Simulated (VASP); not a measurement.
**LiF in VASP: one cell, several levels of theory**

Aim: gap, levels, forces and stress of LiF in the rocksalt structure, under +4.0 % biaxial strain in the (111) plane, free along [111] at fixed geometry. Runs: PBE, r2SCAN.

Code: VASP 6.6.1. PAW datasets, plane waves. Computed at 0 K without zero-point motion; spin polarisation is off.

### 1 The structure to begin with

The cell comes from an earlier relaxation with r2SCAN in another program, then strained, with the atoms relaxed again.

The symmetry is R-3m (No. 166, trigonal); conventional cell a = 2.934 Å, c = 6.802 Å, 8.45 Å³ an atom. Near Li stand 6 F at 2.04 Å; near F stand 6 Li at 2.04 Å.

As a file:

```
CELL_PARAMETERS angstrom
-0.07415 2.00051 2.00051
2.00051 -0.07415 2.00051
2.00051 2.00051 -0.07415
ATOMIC_POSITIONS crystal
Li 0.00000 0.00000 0.00000
F 0.50000 0.50000 0.50000
```

### 2 PBE at this geometry

File INCAR:

```
ENCUT = 520.000000
SIGMA = 0.020000
EDIFF = 1.00e-07
GGA = PE
PREC = Accurate
IBRION = -1
ISIF = 2
ISMEAR = -1
NBANDS = 12
NELM = 120
NSW = 0
LASPH = .TRUE.
LCHARG = .TRUE.
LELF = .TRUE.
LWAVE = .FALSE.
LREAL = .FALSE.
```

File KPOINTS:

```
KPOINTS created by Atomic Simulation Environment
0
Gamma
10 10 10
0 0 0
```

File KPOINTS_OPT:

```
special points
6
Reciprocal
0.0000000000 0.0000000000 0.0000000000 1
0.5000000000 0.0000000000 0.5000000000 1
0.6250000000 0.2500000000 0.6250000000 1
0.3750000000 0.3750000000 0.7500000000 1
0.5000000000 0.5000000000 0.5000000000 1
0.5000000000 0.2500000000 0.7500000000 1
```

File POSCAR:

```
Li F
 1.0000000000000000
    -0.0741529270000000    2.0005136800000001    2.0005136800000001
     2.0005136800000001   -0.0741529270000000    2.0005136800000001
     2.0005136800000001    2.0005136800000001   -0.0741529270000000
 Li  F
   1   1
Cartesian
  0.0000000000000000  0.0000000000000000  0.0000000000000000
  1.9634372164999998  1.9634372164999996  1.9634372164999996
```

Potentials: the recommended PBE PAW datasets, 10 valence electrons in the neutral cell.

Started as:

```console
$ mpirun -np 1 vasp_std
```

Standard output, without the iteration lines:

```text
POSCAR found type information on POSCAR LiF
 POSCAR found :  2 types and       2 ions
 LDA part: xc-table for (Slater+PW92), standard interpolation
 POSCAR, INCAR and KPOINTS ok, starting setup
 FFT: planning ... GRIDC
 FFT: planning ... GRID_SOFT
 FFT: planning ... GRID
 WAVECAR not read
 entering main loop
 Start KPOINTS_OPT (optional k-point list driver)
k-point batch [1-6\6]
```

OSZICAR:

```text
N       E                     dE             d eps       ncg     rms          rms(c)
DAV:   1     0.321884114561E+02    0.32188E+02   -0.54263E+03  2920   0.847E+02
DAV:   2    -0.900594488488E+01   -0.41194E+02   -0.40344E+02  3384   0.186E+02
DAV:   3    -0.101310600802E+02   -0.11251E+01   -0.11226E+01  3612   0.269E+01
DAV:   4    -0.101417694344E+02   -0.10709E-01   -0.10709E-01  3168   0.291E+00
DAV:   5    -0.101419032469E+02   -0.13381E-03   -0.13381E-03  3548   0.232E-01    0.455E+00
DAV:   6    -0.961794679951E+01    0.52396E+00   -0.25530E+00  3160   0.982E+00    0.141E+00
DAV:   7    -0.962193766650E+01   -0.39909E-02   -0.18306E-02  3696   0.118E+00    0.869E-01
DAV:   8    -0.962866640044E+01   -0.67287E-02   -0.15753E-02  3432   0.130E+00    0.116E-01
DAV:   9    -0.962868193240E+01   -0.15532E-04   -0.97940E-04  3236   0.281E-01    0.446E-02
DAV:  10    -0.962878521785E+01   -0.10329E-03   -0.14718E-04  3224   0.941E-02    0.168E-02
DAV:  11    -0.962878403803E+01    0.11798E-05   -0.74777E-06  3560   0.253E-02    0.191E-03
DAV:  12    -0.962878413779E+01   -0.99757E-07   -0.53817E-07  3300   0.632E-03
   1 F= -.96287841E+01 E0= -.96287841E+01  d E =-.443246E-14
       N       E                     dE             ncg
DAV:   1     0.272315698865E+03   -0.31967E+04      152
DAV:   2     0.432046086813E+02   -0.22911E+03      164
DAV:   3     0.388482883609E+02   -0.43563E+01      176
DAV:   4     0.387985953983E+02   -0.49693E-01      188
DAV:   5     0.387984112828E+02   -0.18412E-03      184
DAV:   6     0.387984095994E+02   -0.16834E-05      180
DAV:   7     0.387984095817E+02   -0.17782E-07      188
```

The lines after F= are the extra pass for the points of KPOINTS_OPT, at fixed density; their E is not a total energy.

OUTCAR, selected sections:

```text
k-points           NKPTS =    116   k-points in BZ     NKDIM =    116   number of bands    NBANDS=     12

   NELECT =      10.0000    total number of electrons

   dimension x,y,z NGX =    24 NGY =   24 NGZ =   24
   dimension x,y,z NGXF=    48 NGYF=   48 NGZF=   48

  energy-cutoff  :      520.00
  volume of cell :       16.90
      direct lattice vectors                 reciprocal lattice vectors
    -0.074152927  2.000513680  2.000513680    -0.236451618  0.245553537  0.245553537
     2.000513680 -0.074152927  2.000513680     0.245553537 -0.236451618  0.245553537
     2.000513680  2.000513680 -0.074152927     0.245553537  0.245553537 -0.236451618

 k-points in reciprocal lattice and weights: KPOINTS created by Atomic Simulation Env
   0.00000000  0.00000000  0.00000000       0.001
   0.10000000  0.00000000 -0.00000000       0.006
   0.20000000  0.00000000 -0.00000000       0.006
   0.30000000  0.00000000 -0.00000000       0.006
   0.40000000  0.00000000  0.00000000       0.006
   0.50000000 -0.00000000 -0.00000000       0.003
   0.10000000  0.10000000  0.00000000       0.006
   0.20000000  0.10000000  0.00000000       0.012
[... 108 more k-points ...]

 E-fermi :  -0.4937

 k-point     1 :       0.0000    0.0000    0.0000
  band No.  band energies     occupation
      1     -42.2300      2.00000
      2     -21.0953      2.00000
      3      -1.2952      2.00000
      4      -1.2952      2.00000
      5      -1.0330      2.00000
      6       7.5675      0.00000
      7      22.1041      0.00000
      8      22.1041      0.00000
      9      22.1883      0.00000
     10      22.1883      0.00000
     11      22.5321      0.00000
     12      24.0675      0.00000

 k-point     2 :       0.1000    0.0000   -0.0000
  band No.  band energies     occupation
      1     -42.2253      2.00000
      2     -21.0605      2.00000
      3      -1.5482      2.00000
      4      -1.3104      2.00000
      5      -1.0769      2.00000
      6       7.8564      0.00000
      7      19.4130      0.00000
      8      20.8959      0.00000
      9      21.5469      0.00000
     10      23.2170      0.00000
     11      23.9645      0.00000
     12      24.6287      0.00000

 k-point     3 :       0.2000    0.0000   -0.0000
  band No.  band energies     occupation
      1     -42.2132      2.00000
      2     -20.9675      2.00000
      3      -2.1928      2.00000
      4      -1.3491      2.00000
      5      -1.1469      2.00000
      6       8.5144      0.00000
      7      17.0682      0.00000
      8      19.5340      0.00000
      9      20.1824      0.00000
     10      24.4604      0.00000
     11      24.8383      0.00000
     12      26.0458      0.00000

 k-point     4 :       0.3000    0.0000   -0.0000
  band No.  band energies     occupation
      1     -42.1983      2.00000
      2     -20.8487      2.00000
      3      -2.9139      2.00000
      4      -1.3952      2.00000
      5      -1.2207      2.00000
      6       9.1137      0.00000
      7      15.6109      0.00000
      8      18.3720      0.00000
      9      19.0094      0.00000
     10      26.0463      0.00000
     11      26.1015      0.00000
     12      27.6763      0.00000

 k-point     5 :       0.4000    0.0000    0.0000
  band No.  band energies     occupation
      1     -42.1862      2.00000
      2     -20.7488      2.00000
      3      -3.4507      2.00000
      4      -1.4310      2.00000
      5      -1.2773      2.00000
      6       9.3806      0.00000
      7      15.0297      0.00000
      8      17.6128      0.00000
      9      18.2509      0.00000
     10      27.6259      0.00000
     11      27.7265      0.00000
     12      29.2852      0.00000

 k-point     6 :       0.5000   -0.0000   -0.0000
  band No.  band energies     occupation
      1     -42.1815      2.00000
      2     -20.7095      2.00000
      3      -3.6473      2.00000
      4      -1.4443      2.00000
      5      -1.2985      2.00000
      6       9.4213      0.00000
      7      14.9272      0.00000
      8      17.3506      0.00000
      9      17.9897      0.00000
     10      28.5969      0.00000
     11      28.6931      0.00000
     12      30.1070      0.00000

[... the tables of k-points 7 to 116 left out ...]

  Total       -0.0761452     -0.0761452     -0.0761452      0.2128174      0.2128174      0.2128174
  in kB       -7.2178740     -7.2178740     -7.2178740     20.1731689     20.1731689     20.1731689
  external PRESSURE =      -7.2178740 kB  Pullay stress =       0.0000000 kB

 POSITION                                       TOTAL-FORCE (eV/Angst)
 -----------------------------------------------------------------------------------
      0.00000      0.00000      0.00000        -0.000000      0.000000     -0.000000
      1.96344      1.96344      1.96344         0.000000     -0.000000      0.000000
 -----------------------------------------------------------------------------------
    total drift:                               -0.000000     -0.000000      0.000000

  FREE ENERGIE OF THE ION-ELECTRON SYSTEM (eV)
  ---------------------------------------------------
  free  energy   TOTEN  =        -9.6287841378 eV

  energy  without entropy=       -9.6287841378  energy(sigma->0) =       -9.62878414
```

Wall time 12 s (1 MPI rank of Intel Xeon Platinum 8488C, shared host); peak memory 0.14 GiB.

The levels at the points of KPOINTS_OPT are read from vasprun.xml.

Near the gap, in eV above the top of the last filled band v; c is the band after it:

```csv
point,v−1,v,c,c+1
Γ,-0.26,0.00,8.60,23.14
X,-1.28,-0.96,14.28,16.04
U,-1.60,-1.00,13.85,14.50
K,-1.60,-1.00,13.85,14.50
L,-0.54,-0.54,10.23,16.76
W,-2.11,-0.94,14.35,14.80
```

Gap with PBE: 8.60 eV, direct (Γ). The pressure is -0.72 GPa; the forces vanish within 0.01 eV/Å.

The maps below are laid out on this run's own conventional cell (a, b, c = 2.934, 2.934, 6.802 Å).

Density in a lattice plane of the grid's cell (edges 2.93 and 6.80 Å, at 0.000 of the third edge), which holds Li and F.

Values in e/Å³, 12 rows by 6 columns:
```
 0.53  0.12  0.15  0.24  0.15  0.12
 0.04  0.08  0.28  0.53  0.28  0.08
 0.04  0.06  0.15  0.26  0.15  0.06
 0.15  0.10  0.07  0.08  0.07  0.10
 2.65  0.96  0.16  0.05  0.16  0.96
13.98  4.13  0.31  0.07  0.31  4.13
 2.65  0.96  0.16  0.05  0.16  0.96
 0.15  0.10  0.07  0.08  0.07  0.10
 0.04  0.06  0.15  0.26  0.15  0.06
 0.04  0.08  0.28  0.53  0.28  0.08
 0.53  0.12  0.15  0.24  0.15  0.12
10.61  1.37  0.07  0.08  0.07  1.37
```
Columns run along the first of these edges and rows up along the second, over one cell in 6 and 12 even steps from the bottom left corner. Atoms in the plane (fractional): Li at (0.00, 0.00), F at (1.00, 0.50).

ELF in the same plane.

Ten even steps from '0' (0.01) to '9' (1.00):
```
9500111005
0002454200
0014666410
0014666410
0002333200
0000000000
4310000013
7762000267
7775101577
4686202686
7775101577
7762000267
4310000013
0000000000
0002333200
0014666410
0014666410
0002454200
9500111005
9910000019
```
Columns run along the first of these edges and rows up along the second, over one cell in 10 and 20 even steps from the bottom left corner. Atoms in the plane (fractional): Li at (0.00, 0.00), F at (1.00, 0.50).

Both are smooth fields of the valence electrons: close to the nuclei they are not physical.

The highest ELF values outside the cores: 0.83 in the shell around F, 0.6 Å from F.

### 3 r2SCAN at this geometry

File INCAR:

```
ENCUT = 520.000000
SIGMA = 0.010000
EDIFF = 1.00e-07
ALGO = Normal
METAGGA = R2SCAN
PREC = Accurate
IBRION = -1
ISIF = 2
ISMEAR = 0
NBANDS = 12
NELM = 120
NSW = 0
LASPH = .TRUE.
LCHARG = .FALSE.
LWAVE = .FALSE.
LREAL = .FALSE.
```

KPOINTS is that of step 2.

KPOINTS_OPT is that of step 2.

POSCAR is that of step 2.

Started as:

```console
$ mpirun -np 1 vasp_std
```

Printed to the terminal (iteration lines stand in OSZICAR):

```text
POSCAR found type information on POSCAR LiF
 POSCAR found :  2 types and       2 ions
 -----------------------------------------------------------------------------
|                                                                             |
|                                                                             |
|     You enforced a specific xc type in the INCAR file but a different       |
|     I HOPE YOU KNOW WHAT YOU ARE DOING!                                     |
|                                                                             |
 -----------------------------------------------------------------------------

 LDA part: xc-table for (None), standard interpolation
 POSCAR, INCAR and KPOINTS ok, starting setup
 FFT: planning ... GRIDC
 FFT: planning ... GRID_SOFT
 FFT: planning ... GRID
 WAVECAR not read
 entering main loop
 Start KPOINTS_OPT (optional k-point list driver)
k-point batch [1-6\6]
```

OSZICAR:

```text
N       E                     dE             d eps       ncg     rms          rms(c)
DAV:   1     0.290269582923E+02    0.29027E+02   -0.55485E+03  2920   0.866E+02
DAV:   2    -0.137595710736E+02   -0.42787E+02   -0.41893E+02  3368   0.194E+02
DAV:   3    -0.149416904194E+02   -0.11821E+01   -0.11793E+01  3744   0.282E+01
DAV:   4    -0.149535792098E+02   -0.11889E-01   -0.11888E-01  3188   0.307E+00
DAV:   5    -0.149537322456E+02   -0.15304E-03   -0.15304E-03  3816   0.256E-01    0.390E+00
DAV:   6    -0.118702098420E+02    0.30835E+01   -0.71420E-01  2844   0.604E+00    0.150E+00
DAV:   7    -0.118731054760E+02   -0.28956E-02   -0.45526E-01  3372   0.468E+00    0.120E+00
DAV:   8    -0.120011071813E+02   -0.12800E+00   -0.99317E-01  3036   0.676E+00    0.254E+00
DAV:   9    -0.118742897553E+02    0.12682E+00   -0.65272E-01  2956   0.515E+00    0.937E-02
DAV:  10    -0.118735875425E+02    0.70221E-03   -0.53370E-03  3276   0.757E-01    0.106E-01
DAV:  11    -0.118735848353E+02    0.27073E-05   -0.83343E-05  3200   0.934E-02    0.688E-02
DAV:  12    -0.118735164459E+02    0.68389E-04   -0.53295E-04  3188   0.151E-01    0.419E-03
DAV:  13    -0.118735169213E+02   -0.47539E-06   -0.43862E-06  3424   0.202E-02    0.173E-03
DAV:  14    -0.118735175225E+02   -0.60128E-06   -0.11195E-07  3532   0.305E-03    0.767E-04
DAV:  15    -0.118735172113E+02    0.31126E-06   -0.66431E-08  1716   0.191E-03    0.940E-05
DAV:  16    -0.118735171215E+02    0.89733E-07   -0.17817E-09  1532   0.393E-04
   1 F= -.11873517E+02 E0= -.11873517E+02  d E =0.000000E+00
       N       E                     dE             ncg
DAV:   1     0.219914040050E+03   -0.32491E+04      152
DAV:   2    -0.207720956701E+02   -0.24069E+03      160
DAV:   3    -0.256858166030E+02   -0.49137E+01      200
DAV:   4    -0.257508369800E+02   -0.65020E-01      172
DAV:   5    -0.257511423277E+02   -0.30535E-03      204
DAV:   6    -0.257511463864E+02   -0.40587E-05      184
DAV:   7    -0.257511464543E+02   -0.67832E-07      192
```

From OUTCAR:

```text
k-points           NKPTS =    116   k-points in BZ     NKDIM =    116   number of bands    NBANDS=     12

   NELECT =      10.0000    total number of electrons

   dimension x,y,z NGX =    24 NGY =   24 NGZ =   24
   dimension x,y,z NGXF=    48 NGYF=   48 NGZF=   48

  energy-cutoff  :      520.00
  volume of cell :       16.90
      direct lattice vectors                 reciprocal lattice vectors
    -0.074152927  2.000513680  2.000513680    -0.236451618  0.245553537  0.245553537
     2.000513680 -0.074152927  2.000513680     0.245553537 -0.236451618  0.245553537
     2.000513680  2.000513680 -0.074152927     0.245553537  0.245553537 -0.236451618

 k-points in reciprocal lattice and weights: KPOINTS created by Atomic Simulation Env
   0.00000000  0.00000000  0.00000000       0.001
   0.10000000  0.00000000 -0.00000000       0.006
   0.20000000  0.00000000 -0.00000000       0.006
   0.30000000  0.00000000 -0.00000000       0.006
   0.40000000  0.00000000  0.00000000       0.006
   0.50000000 -0.00000000 -0.00000000       0.003
   0.10000000  0.10000000  0.00000000       0.006
   0.20000000  0.10000000  0.00000000       0.012
[... 108 more k-points ...]

 E-fermi :  -1.4358

 k-point     1 :       0.0000    0.0000    0.0000
  band No.  band energies     occupation
      1     -43.9901      2.00000
      2     -22.8367      2.00000
      3      -1.9136      2.00000
      4      -1.9136      2.00000
      5      -1.6487      2.00000
      6       8.1032      0.00000
      7      22.7126      0.00000
      8      22.7126      0.00000
      9      23.5265      0.00000
     10      23.5265      0.00000
     11      23.9138      0.00000
     12      24.6203      0.00000

 k-point     2 :       0.1000    0.0000   -0.0000
  band No.  band energies     occupation
      1     -43.9856      2.00000
      2     -22.8034      2.00000
      3      -2.1584      2.00000
      4      -1.9299      2.00000
      5      -1.6938      2.00000
      6       8.3843      0.00000
      7      20.1334      0.00000
      8      21.8924      0.00000
      9      22.7350      0.00000
     10      24.0745      0.00000
     11      25.0193      0.00000
     12      25.4701      0.00000

 k-point     3 :       0.2000    0.0000   -0.0000
  band No.  band energies     occupation
      1     -43.9737      2.00000
      2     -22.7147      2.00000
      3      -2.7899      2.00000
      4      -1.9716      2.00000
      5      -1.7672      2.00000
      6       9.0267      0.00000
      7      17.7296      0.00000
      8      20.5324      0.00000
      9      21.2546      0.00000
     10      25.1881      0.00000
     11      25.9251      0.00000
     12      26.8572      0.00000

 k-point     4 :       0.3000    0.0000   -0.0000
  band No.  band energies     occupation
      1     -43.9592      2.00000
      2     -22.6015      2.00000
      3      -3.5046      2.00000
      4      -2.0213      2.00000
      5      -1.8448      2.00000
      6       9.5980      0.00000
      7      16.2833      0.00000
      8      19.3236      0.00000
      9      20.0081      0.00000
     10      26.7634      0.00000
     11      27.2491      0.00000
     12      28.4816      0.00000

 k-point     5 :       0.4000    0.0000    0.0000
  band No.  band energies     occupation
      1     -43.9475      2.00000
      2     -22.5066      2.00000
      3      -4.0399      2.00000
      4      -2.0602      2.00000
      5      -1.9045      2.00000
      6       9.8302      0.00000
      7      15.7511      0.00000
      8      18.5305      0.00000
      9      19.2063      0.00000
     10      28.4830      0.00000
     11      28.8093      0.00000
     12      30.1291      0.00000

 k-point     6 :       0.5000   -0.0000   -0.0000
  band No.  band energies     occupation
      1     -43.9429      2.00000
      2     -22.4693      2.00000
      3      -4.2364      2.00000
      4      -2.0747      2.00000
      5      -1.9268      2.00000
      6       9.8549      0.00000
      7      15.6754      0.00000
      8      18.2570      0.00000
      9      18.9317      0.00000
     10      29.3848      0.00000
     11      29.9148      0.00000
     12      30.9693      0.00000

[... the tables of k-points 7 to 116 left out ...]

  Total       -0.5474847     -0.5474847     -0.5474847      0.2222195      0.2222195      0.2222195
  in kB      -51.8966001    -51.8966001    -51.8966001     21.0644020     21.0644020     21.0644020
  external PRESSURE =     -51.8966001 kB  Pullay stress =       0.0000000 kB

 POSITION                                       TOTAL-FORCE (eV/Angst)
 -----------------------------------------------------------------------------------
      0.00000      0.00000      0.00000         0.000000     -0.000000      0.000000
      1.96344      1.96344      1.96344        -0.000000      0.000000     -0.000000
 -----------------------------------------------------------------------------------
    total drift:                               -0.000000     -0.000000      0.000000

  FREE ENERGIE OF THE ION-ELECTRON SYSTEM (eV)
  ---------------------------------------------------
  free  energy   TOTEN  =       -11.8735171215 eV

  energy  without entropy=      -11.8735171215  energy(sigma->0) =      -11.87351712
```

It took 61 s on 1 MPI rank of Intel Xeon Platinum 8488C, shared host; peak memory 0.16 GiB.

The levels at the points of KPOINTS_OPT are read from vasprun.xml.

Band energies at the special points (eV, zero at the top of v, the last band that the electrons fill by count):

```csv
point,v−1,v,c,c+1
Γ,-0.26,0.00,9.75,24.36
X,-1.29,-0.97,15.49,17.04
U,-1.59,-1.01,14.98,15.71
K,-1.59,-1.01,14.98,15.71
L,-0.55,-0.55,11.26,18.14
W,-2.11,-0.94,15.52,15.98
```

r2SCAN gives a direct gap of 9.75 eV at Γ. The pressure is -5.19 GPa; the forces vanish within 0.01 eV/Å.

### 4 Results

```
 level  gap (eV)  pressure (GPa)
   PBE      8.60           -0.72
r2SCAN      9.75           -5.19
```

What this shows: The gap runs from 8.60 eV (PBE) to 9.75 eV (r2SCAN). The pressure is highest with PBE (-0.7 GPa) and lowest with r2SCAN (-5.2 GPa), which orders the cells that they would relax to.
